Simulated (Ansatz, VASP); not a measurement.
# Cross-check of GaP between VASP and Ansatz, part 2 of 2

One calculation is typed for both programs; each brings its own data sets and cutoff. How far apart do they land?

VASP 6.6.1 and Ansatz 0.2.0.

So far: The starting structure; Ansatz: G0W0 gap, PBE.

### Step 3. VASP: G0W0 gap, PBE

Level of this step: G0W0 on PBE; plane waves and PAW (Ga_d_GW, P_GW) (VASP).

The same cell, functional and mesh now go to VASP, with its own data sets and cutoff.

Lines of VASP's logs that name or quote its potential files are left out, and so is its time.

The run reads the wave functions of an earlier VASP run, which isn't shown here.

Contents of INCAR:

```
SYSTEM = GaP
PREC = Accurate
ENCUT = 430
ISMEAR = 0
SIGMA = 0.01
LREAL = .FALSE.
GGA = PE
NBANDS = 96
ALGO = EVGW0
NELMGW = 1
ENCUTGW = 100
NOMEGA = 48
PRECFOCK = Fast
NBANDSGW = 24
LWAVE = .FALSE.
LCHARG = .FALSE.
```

Contents of POSCAR:

```
GaP
1.0
    0.0000000000      2.7252500000      2.7252500000
    2.7252500000      0.0000000000      2.7252500000
    2.7252500000      2.7252500000      0.0000000000
Ga P
1 1
Direct
    0.0000000000      0.0000000000      0.0000000000
    0.2500000000      0.2500000000      0.2500000000
```

Contents of KPOINTS:

```
Automatic mesh
0
Gamma
4 4 4
0 0 0
```

Potentials, in the order of the species: Ga_d_GW and P_GW (PBE family, release 64).

On the command line:

```bash
$ mpirun -np 8 vasp_std
```

Numbers of over 12 decimals in the logs are rounded to 6 here.

What it wrote:

```text
[banner, memory and clock lines left out]
running    8 mpi-ranks, on    1 nodes
 distrk:  each k-point on    8 cores,    1 groups
 distr:  one band on    1 cores,    8 groups

 POSCAR found type information on POSCAR GaP
 POSCAR found :  2 types and       2 ions
|                                                                             |
|           W    W    AA    RRRRR   N    N  II  N    N   GGGG   !!!           |
|           W    W   A  A   R    R  NN   N  II  NN   N  G    G  !!!           |
|           W    W  A    A  R    R  N N  N  II  N N  N  G       !!!           |
|           W WW W  AAAAAA  RRRRR   N  N N  II  N  N N  G  GGG   !            |
|           WW  WW  A    A  R   R   N   NN  II  N   NN  G    G                |
|           W    W  A    A  R    R  N    N  II  N    N   GGGG   !!!           |
|                                                                             |
|     For optimal performance we recommend to set                             |
|       NCORE = 2 up to number-of-cores-per-socket                            |
|     NCORE specifies how many cores store one orbital (NPAR=cpu/NCORE).      |
|     This setting can greatly improve the performance of VASP for DFT.       |
|     The default, NCORE=1 might be grossly inefficient on modern             |
|     multi-core architectures or massively parallel machines. Do your        |
|     Unfortunately you need to use the default for GW and RPA                |
|     calculations (for HF NCORE is supported but not extensively tested      |
|     yet).                                                                   |
|                                                                             |

|                                                                             |
|           W    W    AA    RRRRR   N    N  II  N    N   GGGG   !!!           |
|           W    W   A  A   R    R  NN   N  II  NN   N  G    G  !!!           |
|           W    W  A    A  R    R  N N  N  II  N N  N  G       !!!           |
|           W WW W  AAAAAA  RRRRR   N  N N  II  N  N N  G  GGG   !            |
|           WW  WW  A    A  R   R   N   NN  II  N   NN  G    G                |
|           W    W  A    A  R    R  N    N  II  N    N   GGGG   !!!           |
|                                                                             |
|     The default for ENCUTGWSOFT is different in this version of VASP.       |
|     please manually set ENCUTGWSOFT =100 in the INCAR file.                 |
|                                                                             |

 LDA part: xc-table for (Slater+PW92), standard interpolation
 found WAVECAR, reading the header
 POSCAR, INCAR and KPOINTS ok, starting setup
 FFT: planning ... GRIDC
 FFT: planning ... GRID_SOFT
 FFT: planning ... GRID
 reading WAVECAR
 the WAVECAR file was read successfully
 initial charge from wavefunction
 available memory per node:     86.57 GB, setting MAXMEM to     88652

 The Fermi energy was updated, please check that it is located mid-gap
 values below the HOMO (VB) or above the LUMO (CB) will cause erroneous energies
 E-fermi :   5.2175

 calculate exact exchange contribution
 the WAVEDER file was read successfully
energies w=
    0.000    0.000    0.622    0.000    1.242    0.000    1.857    0.000
    2.465    0.000    3.064    0.000    3.653    0.000    4.232    0.000
    4.800    0.000    5.357    0.000    5.905    0.000    6.444    0.000
    6.975    0.000    7.499    0.000    8.019    0.000    8.536    0.000
    9.052    0.000    9.569    0.000   10.090    0.000   10.616    0.000
   11.151    0.000   11.697    0.000   12.258    0.000   12.836    0.000
   13.437    0.000   14.065    0.000   14.724    0.000   15.422    0.000
   16.165    0.000   16.964    0.000   17.827    0.000   18.768    0.000
   19.804    0.000   20.954    0.000   22.245    0.000   23.710    0.000
   25.394    0.000   27.357    0.000   29.681    0.000   32.481    0.000
   35.930    0.000   40.287    0.000   45.966    0.000   53.673    0.000
   64.719    0.000   81.832    0.000  111.794    0.000  177.447    0.000
 responsefunction array rank=     104
 LDA part: xc-table for (Slater+PW92), standard interpolation

 min. memory requirement per mpi rank     85.6 MB, per node    685.1 MB

 allocating   6 responsefunctions rank=   104
 shmem allocating  48 responsefunctions rank=   104
 response function shared by NCSHMEM nodes    1
 Doing            6  frequencies on each core in blocks of           48
NQ=   1    0.0000    0.0000    0.0000,
|.........|.........|.........|.........|.........|.........|.........|.........
 performed        137000 updates of chi_q(r,r)
 total number of BLAS operations          8.69 Gflops
NQ=   2    0.2500    0.0000    0.0000,
|.........|.........|.........|.........|.........|.........|.........|.........
 performed        403000 updates of chi_q(r,r)
 total number of BLAS operations         27.90 Gflops
NQ=   3    0.5000    0.0000    0.0000,
|.........|.........|.........|.........|.........|.........|.........|.........
 performed        632000 updates of chi_q(r,r)
 total number of BLAS operations         42.76 Gflops
NQ=   4    0.2500    0.2500    0.0000,
|.........|.........|.........|.........|.........|.........|.........|.........
 performed        898000 updates of chi_q(r,r)
 total number of BLAS operations         57.78 Gflops
NQ=   5    0.5000    0.2500    0.0000,
|.........|.........|.........|.........|.........|.........|.........|.........
 performed       1265000 updates of chi_q(r,r)
 total number of BLAS operations         83.75 Gflops
NQ=   6   -0.2500    0.2500    0.0000,
|.........|.........|.........|.........|.........|.........|.........|.........
 performed       1595000 updates of chi_q(r,r)
 total number of BLAS operations        106.63 Gflops
NQ=   7    0.5000    0.5000    0.0000,
|.........|.........|.........|.........|.........|.........|.........|.........
 performed       1796000 updates of chi_q(r,r)
 total number of BLAS operations        120.28 Gflops
NQ=   8   -0.2500    0.5000    0.2500,
|.........|.........|.........|.........|.........|.........|.........|.........
 performed       2052000 updates of chi_q(r,r)
 total number of BLAS operations        140.83 Gflops
 resolving degeneracies of screened two electron integrals

 calculate QP shifts <psi_nk| G(iteration)W_0 |psi_nk>: iteration 1
 entering main loop
```

OUTCAR, selected parts (step 3):

```text
ion  position               nearest neighbor table
   1  0.000  0.000  0.000-   2 2.36   2 2.36   2 2.36   2 2.36
   2  0.250  0.250  0.250-   1 2.36   1 2.36   1 2.36   1 2.36

  LATTYP: Found a face centered cubic cell.
 ALAT       =     5.4505000000

 Subroutine GETGRP returns: Found 24 space group operations
 (whereof 24 operations were pure point group operations)

The static configuration has the point symmetry T_d .

 Found      8 irreducible k-points:

   k-points           NKPTS =      8   k-points in BZ     NKDIM =     64   number of bands    NBANDS=     96

   dimension x,y,z NGX =    28 NGY =   28 NGZ =   28
   dimension x,y,z NGXF=    56 NGYF=   56 NGZF=   56

   ENCUT  =  430.0 eV  31.60 Ry    5.62 a.u.   6.52  6.52  6.52*2*pi/ulx,y,z

   NELECT =      18.0000    total number of electrons

  energy-cutoff  :      430.00
  volume of cell :       40.48
      direct lattice vectors                 reciprocal lattice vectors
     0.000000000  2.725250000  2.725250000    -0.183469406  0.183469406  0.183469406
     2.725250000  0.000000000  2.725250000     0.183469406 -0.183469406  0.183469406
     2.725250000  2.725250000  0.000000000     0.183469406  0.183469406 -0.183469406

 k-points in reciprocal lattice and weights: Automatic mesh
   0.00000000  0.00000000  0.00000000       0.016
   0.25000000  0.00000000  0.00000000       0.125
   0.50000000  0.00000000  0.00000000       0.062
   0.25000000  0.25000000  0.00000000       0.094
   0.50000000  0.25000000  0.00000000       0.375
  -0.25000000  0.25000000  0.00000000       0.188
   0.50000000  0.50000000  0.00000000       0.047
  -0.25000000  0.50000000  0.25000000       0.094

 E-fermi :   5.2175

 QP shifts <psi_nk| G(iteration)W_0 |psi_nk>: iteration 1
 for sc-GW calculations column KS-energies equals QP-energies in previous step
 and V_xc(KS)=  KS-energies - (<T + V_ion + V_H > + <T+V_H+V_ion>^1  + <V_x>^1)
 k-point   1 :       0.0000    0.0000    0.0000
  band No.  KS-energies  QP-energies   sigma(KS)   V_xc(KS)     V^pw_x(r,r')   Z            occupation Imag(sigma)
    ...
      6      -8.0963      -8.5147     -12.0118     -11.3620     -18.6678       0.6439       2.0000       1.0540
      7       4.4052       3.9744     -13.1770     -12.6166     -14.6171       0.7688       2.0000       0.0579
      8       4.4052       3.9744     -13.1770     -12.6166     -14.6171       0.7688       2.0000       0.0579
      9       4.4052       3.9744     -13.1770     -12.6166     -14.6171       0.7688       2.0000       0.0579
     10       6.2183       6.7084     -10.9895     -11.6281      -6.8650       0.7674       0.0000      -0.0730
     11       8.2588       8.5362     -10.1219     -10.4838      -5.8174       0.7664       0.0000      -0.0914
     12       8.2588       8.5362     -10.1219     -10.4838      -5.8174       0.7664       0.0000      -0.0914
     13       8.2588       8.5362     -10.1219     -10.4838      -5.8174       0.7664       0.0000      -0.0914
    ...

 k-point   2 :       0.2500    0.0000    0.0000
  band No.  KS-energies  QP-energies   sigma(KS)   V_xc(KS)     V^pw_x(r,r')   Z            occupation Imag(sigma)
    ...
      6      -7.3204      -7.7934     -12.4346     -11.7333     -18.8631       0.6745       2.0000       0.9835
      7       0.5160       0.0211     -12.2720     -11.5955     -14.8230       0.7317       2.0000       0.1318
      8       3.7384       3.2763     -12.8432     -12.2380     -14.4104       0.7635       2.0000       0.0614
      9       3.7384       3.2763     -12.8432     -12.2380     -14.4104       0.7635       2.0000       0.0614
     10       6.5414       6.9048     -10.4328     -10.9046      -6.3734       0.7702       0.0000      -0.0757
     11       9.1167       9.4018     -10.2427     -10.6187      -5.7136       0.7583       0.0000      -0.1101
     12       9.1167       9.4018     -10.2427     -10.6187      -5.7136       0.7583       0.0000      -0.1101
     13      10.7465      11.0410     -10.5840     -10.9795      -5.6150       0.7444       0.0000      -0.1598
    ...

 k-point   3 :       0.5000    0.0000    0.0000
  band No.  KS-energies  QP-energies   sigma(KS)   V_xc(KS)     V^pw_x(r,r')   Z            occupation Imag(sigma)
    ...
      6      -6.0267      -6.5179     -13.1548     -12.4491     -19.2274       0.6961       2.0000       0.8349
      7      -2.2488      -2.7896     -11.5030     -10.7384     -15.2543       0.7074       2.0000       0.3173
      8       3.2811       2.7899     -12.7264     -12.0794     -14.4629       0.7593       2.0000       0.0677
      9       3.2811       2.7899     -12.7264     -12.0794     -14.4629       0.7593       2.0000       0.0677
     10       6.0580       6.3905     -10.4138     -10.8435      -6.4940       0.7737       0.0000      -0.0708
     11       9.0900       9.3220      -9.9170     -10.2209      -5.4024       0.7633       0.0000      -0.1107
     12       9.0900       9.3220      -9.9170     -10.2209      -5.4024       0.7633       0.0000      -0.1107
     13      12.6742      12.5639      -8.4800      -8.3336      -3.0196       0.7535       0.0000      -0.2694
    ...

 k-point   4 :       0.2500    0.2500    0.0000
  band No.  KS-energies  QP-energies   sigma(KS)   V_xc(KS)     V^pw_x(r,r')   Z            occupation Imag(sigma)
    ...
      6      -7.0587      -7.5235     -12.4780     -11.7861     -18.8207       0.6717       2.0000       0.9566
      7       0.7206       0.2888     -12.7348     -12.1455     -15.2165       0.7328       2.0000       0.1251
      8       2.7130       2.1973     -12.3723     -11.6871     -14.1996       0.7525       2.0000       0.0721
      9       2.7130       2.1973     -12.3723     -11.6871     -14.1996       0.7525       2.0000       0.0721
     10       6.5609       6.7408      -9.6972      -9.9291      -5.7505       0.7760       0.0000      -0.0756
     11       8.1077       8.3336     -10.0121     -10.3082      -5.6539       0.7631       0.0000      -0.0967
     12      11.1279      11.4745     -10.7951     -11.2628      -5.7238       0.7411       0.0000      -0.1759
     13      11.1279      11.4745     -10.7951     -11.2628      -5.7238       0.7411       0.0000      -0.1759
    ...

[... 4 further parts left out ...]
```

### Step 4. Side by side

Known differences besides the potentials themselves: the two programs' PAW sets differ in cores and partial waves; the cutoff is 420 eV in Ansatz and 430 eV in VASP; VASP leaves aspherical gradient terms in its spheres out (LASPH is not set), Ansatz keeps them; Ansatz integrates over frequency by contour deformation, VASP on a grid of NOMEGA points. Total energies have different zeros and are not compared.

Compared:

```csv
quantity,Ansatz,VASP,difference
G0W0 gap on the mesh (eV),2.03,2.03,-0.01
PBE gap under it (eV),1.63,1.62,0.00
```

### Step 5. Summary of results

```yaml
difference_in_g0w0_gap_on_the_mesh_g0w0_gap_pbe: -0.0077 eV
```

**Reading.** The difference in G0W0 gap on the mesh is -0.0077 eV (G0W0 gap, PBE), within the 0.15 eV picked in this series as the mark of a large difference. Such differences can come from data sets, numerical settings and the points named under the comparisons, not from the functional's error against experiment.

[Lines on the potential files, build, host, timing and source positions are cut from VASP's logs without a mark.]

[Logs are printed without paths, hosts, clocks, repeated set-up lines and the standing remarks that a program may print on its own settings, such as how far it seeks lower states.]

[Hosts, paths, dates, database ids (printed as entryN), source tags and the programs' standing remarks are cut or masked in the printed files.]
